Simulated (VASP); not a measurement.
# HgTe (Coloradoite) (F-43m) in VASP: further runs

One crystal, HgTe (Coloradoite), is run at these levels: PBE; tasks: relaxation of the atoms.

Everything below comes from runs of VASP 6.6.1. Logs are shortened: lines on timing, memory, paths and dates and some standing lists are left out, and cuts for length are marked.

## Step 1: The crystal as given

The structure is cubic, space group F-43m (No. 216). The conventional cell has a = 6.655 Å, b = 6.655 Å, c = 6.655 Å, α = 90.00°, β = 90.00°, γ = 90.00°. Hg (site symmetry -43m) has 4 Te at 2.88 Å as nearest neighbours. Te (site symmetry -43m) is surrounded by 4 Hg at 2.88 Å.

## Step 2: Relaxation of the atoms, PBE

The input, INCAR:

```
SYSTEM = HgTe
ALGO = Normal
EDIFF = 1E-7
EDIFFG = -0.01
ENCUT = 600
GGA = PE
IBRION = 2
ISIF = 2
ISMEAR = 0
LASPH = .True.
LCHARG = .False.
LREAL = .False.
LWAVE = .False.
NELM = 80
NSW = 40
PREC = Accurate
SIGMA = 0.03
```

The input, KPOINTS:

```
k-points
0
Gamma
  10 10 10
  0 0 0
```

The input, POSCAR:

```
HgTe                                    
1.0
    0.0000000000      3.3275992150      3.3275992150
    3.3275992150      0.0000000000      3.3275992150
    3.3275992150      3.3275992150     -0.0000000000
  Hg              Te            
     1     1
Direct
     1.0000000000000000    0.0000000000000000    1.0000000000000000
     0.2500000000000000    0.2500000000000000    0.2500000000000000
```

Potentials or basis: VASP PAW PBE potentials, release 64 (Hg, Te).

Command:

```sh
$ cat potpaw_PBE.64/Hg/POTCAR potpaw_PBE.64/Te/POTCAR > POTCAR
$ mpirun -np 1 vasp_std > vasp.out
```

OUTCAR:

```text
SYSTEM = HgTe
   EDIFF = 1E-7
   EDIFFG = -0.01
   ENCUT = 600
   GGA = PE
   IBRION = 2
   ISIF = 2
   ISMEAR = 0
   LASPH = .True.
   LREAL = .False.
   NELM = 80
   NSW = 40
   PREC = Accurate

 ion  position               nearest neighbor table
   1  0.000  0.000  0.000-   2 2.88   2 2.88   2 2.88   2 2.88
   2  0.250  0.250  0.250-   1 2.88   1 2.88   1 2.88   1 2.88

  LATTYP: Found a face centered cubic cell.
 ALAT       =     6.6551984300

  Lattice vectors:

 A1 = (   0.0000000000,   3.3275992150,   3.3275992150)
 A2 = (   3.3275992150,   0.0000000000,   3.3275992150)
 A3 = (   3.3275992150,   3.3275992150,   0.0000000000)

Analysis of symmetry for initial positions (statically):
=====================================================================
 Subroutine PRICEL returns:
 Original cell was already a primitive cell.

 Routine SETGRP: Setting up the symmetry group for a
 face centered cubic supercell.

 Subroutine GETGRP returns: Found 24 space group operations
 (whereof 24 operations were pure point group operations)
 out of a pool of 48 trial point group operations.

The static configuration has the point symmetry T_d .

Analysis of symmetry for dynamics (positions and initial velocities):
=====================================================================
 Subroutine PRICEL returns:
 Original cell was already a primitive cell.

 Routine SETGRP: Setting up the symmetry group for a
 face centered cubic supercell.

 Subroutine GETGRP returns: Found 24 space group operations
 (whereof 24 operations were pure point group operations)
 out of a pool of 48 trial point group operations.

The dynamic configuration has the point symmetry T_d .

 Subroutine INISYM returns: Found 24 space group operations
 (whereof 24 operations are pure point group operations),
 and found     1 'primitive' translations

----------------------------------------------------------------------------------------

                                     Primitive cell

  volume of cell :      73.6925

  direct lattice vectors                    reciprocal lattice vectors
     0.000000000  3.327599215  3.327599215    -0.150258480  0.150258480  0.150258480
     3.327599215  0.000000000  3.327599215     0.150258480 -0.150258480  0.150258480
     3.327599215  3.327599215  0.000000000     0.150258480  0.150258480 -0.150258480

  length of vectors
     4.705935940  4.705935940  4.705935940     0.260255322  0.260255322  0.260255322

  position of ions in fractional coordinates (direct lattice)
     0.000000000  0.000000000  0.000000000
     0.250000000  0.250000000  0.250000000

  ion indices of the primitive-cell ions
   primitive index   ion index
                 1           1
                 2           2

----------------------------------------------------------------------------------------

 KPOINTS: k-points

Automatic generation of k-mesh.
 Grid dimensions read from file:
 generate k-points for:   10   10   10

 Generating k-lattice:

  Cartesian coordinates                     Fractional coordinates (reciprocal lattice)
    -0.015025848  0.015025848  0.015025848     0.100000000  0.000000000  0.000000000
     0.015025848 -0.015025848  0.015025848     0.000000000  0.100000000  0.000000000
     0.015025848  0.015025848 -0.015025848     0.000000000  0.000000000  0.100000000

  Length of vectors
     0.026025532  0.026025532  0.026025532

  Shift w.r.t. Gamma in fractional coordinates (k-lattice)
     0.000000000  0.000000000  0.000000000

 Subroutine IBZKPT returns following result:
 ===========================================

 Found     47 irreducible k-points:

 Following reciprocal coordinates:
            Coordinates               Weight
  0.000000  0.000000  0.000000      1.000000
  0.100000  0.000000  0.000000      8.000000
  0.200000  0.000000  0.000000      8.000000
  0.300000  0.000000  0.000000      8.000000
  0.400000  0.000000  0.000000      8.000000
  0.500000  0.000000  0.000000      4.000000
[... 16 lines left out ...]
  0.300000  0.300000  0.000000      6.000000
  0.400000  0.300000  0.000000     24.000000
 [... further k-points ...]
   k-points           NKPTS =     47   k-points in BZ     NKDIM =     47   number of bands    NBANDS=     13
   number of dos      NEDOS =    301   number of ions     NIONS =      2
   total plane-waves  NPLWV =  64000
   dimension x,y,z NGX =    40 NGY =   40 NGZ =   40
   dimension x,y,z NGXF=    80 NGYF=   80 NGZF=   80
   ions per type =               1   1
   NGX,Y,Z   is equivalent  to a cutoff of  14.13, 14.13, 14.13 a.u.
   NGXF,Y,Z  is equivalent  to a cutoff of  28.26, 28.26, 28.26 a.u.
 SYSTEM =  HgTe
   PREC   = accura    normal or accurate (medium, high low for compatibility)
   ISTART =      0    job   : 0-new  1-cont  2-samecut
   ICHARG =      2    charge: 1-file 2-atom 10-const
   ISPIN  =      1    spin polarized calculation?
   LNONCOLLINEAR =      F non collinear calculations
   LSORBIT =      F    spin-orbit coupling
   LASPH  =      T    aspherical Exc in radial PAW
   ENCUT  =  600.0 eV  44.10 Ry    6.64 a.u.   9.40  9.40  9.40*2*pi/ulx,y,z
   NELM   =     80;   NELMIN=  2; NELMDL= -5     # of ELM steps
   EDIFF  = 0.1E-06   stopping-criterion for ELM
   LREAL  =      F    real-space projection
   EDIFFG = -.1E-01   stopping-criterion for IOM
   NSW    =     40    number of steps for IOM
   IBRION =      2    ionic relax: 0-MD 1-quasi-New 2-CG
   NFREE  =      1    steps in history (QN), initial steepest desc. (CG)
   ISIF   =      2    stress and relaxation
   ISYM   =      2    0-nonsym 1-usesym 2-fastsym
   POTIM  = 0.5000    time-step for ionic-motion
   TEBEG  =    0.0;   TEEND  =   0.0 temperature during run
   PSTRESS=    0.0 pullay stress
   NELECT =      18.0000    total number of electrons
   NUPDOWN=      -1.0000    fix difference up-down
   EMIN   =  10.00;   EMAX   =-10.00  energy-range for DOS
   EFERMI =   0.00;   METHOD = LEGACY
   ISMEAR =     0;   SIGMA  =   0.03  broadening in eV -4-tet -1-fermi 0-gaus
   EFERMI_NEDOS =   21; number of points for ismear=-14 and -15
   IALGO  =     38    algorithm
   IMIX   =      4    mixing-type and parameters
     AMIX     =   0.40;   BMIX     =  1.00
     AMIX_MAG =   1.60;   BMIX_MAG =  1.00
  volume/ion in A,a.u.               =      36.85       248.65
  Fermi-wavevector in a.u.,A,eV,Ry     =   1.023351  1.933853 14.248666  1.047247
  Thomas-Fermi vector in A             =   2.157080
   LORBIT       =      0    0 simple, 1 ext, 2 COOP (PROOUT), +10 PAW based schemes
   GGA     = PE    functional components
   LHFCALC =     F    Hartree Fock is set to
   AEXX    =    0.0000 exact exchange contribution
   IVDW    =     0    specifies the selected vdW correction
   LEPSILON=     F    determine dielectric tensor
   LRPA    =     F    only Hartree local field effects (RPA)
 conjugate gradient relaxation of ions
 non-spin polarized calculation
 Gauss-broadening in eV      SIGMA  =   0.03
  energy-cutoff  :      600.00
  volume of cell :       73.69
 maximum number of plane-waves:      2481
 NGX is ok and might be reduce to    40
   NGX = 19   NGY = 19   NGZ = 19

 number of electron      18.0000002 magnetization

 Free energy of the ion-electron system (eV)
  ---------------------------------------------------
  ext. energy  EPLUGINS =         0.00000000
  ---------------------------------------------------
  free energy    TOTEN  =        -3.65149306 eV

  energy without entropy =       -3.65144678  energy(sigma->0) =       -3.65146992

 E-fermi :   2.2244     XC(G=0):  -8.3490

 val. band max:        2.2152354596   @ k =   0.0000   0.0000   0.0000
 cond. band min:       2.6562922629   @ k =   0.1000   0.0000   0.0000
 fundamental gap:      0.4410568033
 Fermi energy:         2.2243727093

 k-point     1 :       0.0000    0.0000    0.0000
  band No.  band energies     occupation
      1      -9.1861      2.00000
      2      -4.6666      2.00000
      3      -4.6666      2.00000
      4      -4.6666      2.00000
      5      -4.2366      2.00000
      6      -4.2366      2.00000
      7       1.2876      2.00000
      8       2.2152      1.33334
      9       2.2152      1.33334
     10       2.2152      1.33334
     11       6.5916      0.00000
     12       6.5916      0.00000
     13       6.5916      0.00000

 k-point     2 :       0.1000    0.0000    0.0000
  band No.  band energies     occupation
      1      -9.1447      2.00000
      2      -4.6551      2.00000
      3      -4.6551      2.00000
      4      -4.6479      2.00000
      5      -4.2376      2.00000
      6      -4.2376      2.00000
      7       0.6192      2.00000
      8       2.1207      2.00000
      9       2.1207      2.00000
     10       2.6563      0.00000
     11       6.4777      0.00000
     12       6.7266      0.00000
     13       6.7266      0.00000

 k-point     3 :       0.2000    0.0000    0.0000
  band No.  band energies     occupation
      1      -9.0330      2.00000
      2      -4.6264      2.00000
      3      -4.6264      2.00000
      4      -4.5781      2.00000
      5      -4.2383      2.00000
      6      -4.2383      2.00000
      7      -0.4295      2.00000
      8       1.8937      2.00000
      9       1.8937      2.00000
     10       2.9972      0.00000
     11       6.7159      0.00000
     12       7.0210      0.00000
     13       7.0210      0.00000
[... 305 lines left out ...]
 k-point    23 :       0.3000    0.3000    0.0000
  band No.  band energies     occupation
      1      -8.7866      2.00000
      2      -4.5374      2.00000
      3      -4.4987      2.00000
      4      -4.4987      2.00000
      5      -4.2295      2.00000
      6      -4.2037      2.00000
      7      -1.5112      2.00000
      8       0.8450      2.00000
      9       0.8450      2.00000
     10       4.1449      0.00000
     11       5.2611      0.00000
     12       8.8933      0.00000
     13       8.8933      0.00000

 k-point    24 :       0.4000    0.3000    0.0000
  band No.  band energies     occupation
      1      -8.6884      2.00000
      2      -4.5156      2.00000
      3      -4.4640      2.00000
      4      -4.4287      2.00000
      5      -4.1989      2.00000
      6      -4.1434      2.00000
      7      -2.0256      2.00000
      8       0.4977      2.00000
      9       0.6595      2.00000
     10       4.2576      0.00000
     11       5.3661      0.00000
     12       8.6264      0.00000
     13       9.2616      0.00000

 [... further k-points ...]

------------------------ aborting loop because EDIFF is reached ----------------------------------------

  FORCE on cell =-STRESS in cart. coord.  units (eV):
  Direction    XX          YY          ZZ          XY          YZ          ZX
  --------------------------------------------------------------------------------------
  -------------------------------------------------------------------------------------
  Total       -0.0021507     -0.0021507     -0.0021507     -0.0000000      0.0000000      0.0000000
  in kB       -0.0467598     -0.0467598     -0.0467598     -0.0000000      0.0000000      0.0000000
  external PRESSURE =      -0.0467598 kB  Pullay stress =       0.0000000 kB

 VOLUME and BASIS-vectors are now :
 -----------------------------------------------------------------------------
  energy-cutoff  :      600.00
  volume of cell :       73.69
      direct lattice vectors                 reciprocal lattice vectors
     0.000000000  3.327599215  3.327599215    -0.150258480  0.150258480  0.150258480
     3.327599215  0.000000000  3.327599215     0.150258480 -0.150258480  0.150258480
     3.327599215  3.327599215  0.000000000     0.150258480  0.150258480 -0.150258480

 POSITION                                       TOTAL-FORCE (eV/Angst)
 -----------------------------------------------------------------------------------
      0.00000      0.00000      0.00000         0.000000      0.000000      0.000000
      1.66380      1.66380      1.66380        -0.000000     -0.000000     -0.000000
 -----------------------------------------------------------------------------------
    total drift:                               -0.000000     -0.000000     -0.000000

  FREE ENERGIE OF THE ION-ELECTRON SYSTEM (eV)
  ---------------------------------------------------
  free  energy   TOTEN  =        -3.6514930573 eV

  energy  without entropy=       -3.6514467770  energy(sigma->0) =       -3.65146992

 reached required accuracy - stopping structural energy minimisation
```

Run time: 46 s. Hardware: 1 thread of Intel Xeon Platinum 8259CL at 2.50GHz (Skylake/Cascade Lake), shared host; peak memory 0.27 GiB.

Results:

| Item | Value |
| --- | --- |
| Free energy | -3.6515 eV |
| Pressure after relaxing | 0.0 GPa |
| Band gap on the k mesh | none (metal or under the smearing width) |

Final structure:
```
Hg Te
1.0
     0.00000    3.32760    3.32760
     3.32760    0.00000    3.32760
     3.32760    3.32760    0.00000
Hg Te
1 1
Direct
  0.00000 0.00000 0.00000
  0.25000 0.25000 0.25000
```

Caveat: the relaxation stopped at its first step, so nothing moved.

## Step 3: Relaxation of the atoms, PBE (a relaxed cell with its volume scaled by 1.02)

INCAR is that of step 2.

KPOINTS is that of step 2.

The input, POSCAR:

```
HgTe                                    
1.0
    0.0000000000      3.3496369381      3.3496369381
    3.3496369381      0.0000000000      3.3496369381
    3.3496369381      3.3496369381     -0.0000000000
  Hg              Te            
     1     1
Direct
     1.0000000000000000    0.0000000000000000    1.0000000000000000
     0.2500000000000000    0.2500000000000000    0.2500000000000000
```

Potentials or basis: VASP PAW PBE potentials, release 64 (Hg, Te).

Command:

```sh
$ cat potpaw_PBE.64/Hg/POTCAR potpaw_PBE.64/Te/POTCAR > POTCAR
$ mpirun -np 1 vasp_std > vasp.out
```

OUTCAR:

```text
SYSTEM = HgTe
   EDIFF = 1E-7
   EDIFFG = -0.01
   ENCUT = 600
   GGA = PE
   IBRION = 2
   ISIF = 2
   ISMEAR = 0
   LASPH = .True.
   LREAL = .False.
   NELM = 80
   NSW = 40
   PREC = Accurate

 ion  position               nearest neighbor table
   1  0.000  0.000  0.000-   2 2.90   2 2.90   2 2.90   2 2.90
   2  0.250  0.250  0.250-   1 2.90   1 2.90   1 2.90   1 2.90

  LATTYP: Found a face centered cubic cell.
 ALAT       =     6.6992738762
[... 578 lines left out ...]

  FORCE on cell =-STRESS in cart. coord.  units (eV):
  Direction    XX          YY          ZZ          XY          YZ          ZX
  --------------------------------------------------------------------------------------
  -------------------------------------------------------------------------------------
  Total       -0.3035735     -0.3035735     -0.3035735      0.0000000     -0.0000000     -0.0000000
  in kB       -6.4706985     -6.4706985     -6.4706985      0.0000000     -0.0000000     -0.0000000
  external PRESSURE =      -6.4706985 kB  Pullay stress =       0.0000000 kB

 VOLUME and BASIS-vectors are now :
 -----------------------------------------------------------------------------
  energy-cutoff  :      600.00
  volume of cell :       75.17
      direct lattice vectors                 reciprocal lattice vectors
     0.000000000  3.349636938  3.349636938    -0.149269909  0.149269909  0.149269909
     3.349636938  0.000000000  3.349636938     0.149269909 -0.149269909  0.149269909
     3.349636938  3.349636938  0.000000000     0.149269909  0.149269909 -0.149269909

 POSITION                                       TOTAL-FORCE (eV/Angst)
 -----------------------------------------------------------------------------------
      0.00000      0.00000      0.00000         0.000000      0.000000      0.000000
      1.67482      1.67482      1.67482        -0.000000     -0.000000     -0.000000
 -----------------------------------------------------------------------------------
    total drift:                               -0.000000     -0.000000     -0.000000

  FREE ENERGIE OF THE ION-ELECTRON SYSTEM (eV)
  ---------------------------------------------------
  free  energy   TOTEN  =        -3.6485589232 eV

  energy  without entropy=       -3.6485126403  energy(sigma->0) =       -3.64853578

 reached required accuracy - stopping structural energy minimisation
```

It took 44 s on 1 thread of Intel Xeon Platinum 8259CL at 2.50GHz (Skylake/Cascade Lake), shared host; peak memory 0.27 GiB.

What came out:

```yaml
Free_energy: -3.6486 eV
Pressure_after_relaxing: -0.6 GPa
Band_gap_on_the_k_mesh: none (metal or under the smearing width)
```

Final structure:
```
CELL_PARAMETERS angstrom
0.00000 3.34964 3.34964
3.34964 0.00000 3.34964
3.34964 3.34964 0.00000
ATOMIC_POSITIONS crystal
Hg 0.00000 0.00000 0.00000
Te 0.25000 0.25000 0.25000
```

Levels at points of the mesh, in eV from the Fermi level:
```
           k point  band 5  band 6  band 7  band 8  band 9  band 10  band 11  band 12  band 13
(0.00, 0.00, 0.00)   -6.39   -6.39   -0.98   -0.01   -0.01    -0.01     4.40     4.40     4.40
(0.50, 0.00, 0.00)   -6.37   -6.15   -4.83   -0.80   -0.80     0.69     5.12     5.12     6.75
(0.50, 0.50, 0.00)   -6.34   -6.04   -4.88   -1.86   -1.86     1.90     2.75     7.85     8.41
```

Caveat: the relaxation stopped at its first step, so nothing moved. The run has no spin-orbit coupling, so splittings on Hg, Te are missing.

[end of part 1 of 2]
